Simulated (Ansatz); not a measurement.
All-electron card of Rb

```yaml
crystal:
  lattice:
    - [5.03446, 0.00000, 0.00000]
    - [-2.51723, 4.35997, 0.00000]
    - [0.00000, 0.00000, 8.33680]
  atoms:
    - { symbol: Rb, position: [0.33333, 0.66667, 0.25000] }
    - { symbol: Rb, position: [0.66667, 0.33333, 0.75000] }
```

Atoms are numbered in the order listed.

The cell was built from the hcp type and relaxed in the same program, and has space group P6_3/mmc; it needn't be a known or the stable phase.

The calculation used DFT, PBE, all-electron LAPW, scalar-relativistic (Ansatz 0.2.0).

Sampling and basis: a Γ-centred 11×11×6 k mesh, Fermi–Dirac smearing of 0.03 eV, basis error target 0.25 meV/atom, no spin polarisation.

```yaml
Pressure_at_this_cell: 0.00 GPa
Volume_per_atom: 91.50 Å³
```

**Question.** Give the computed value. Band gap.

**Answer.** none: bands cross the Fermi level, a metal.

**Question.** Density of states at the Fermi level (0.2 eV bin): what does the calculation give?

**Answer.** 2.04 states/eV per cell.
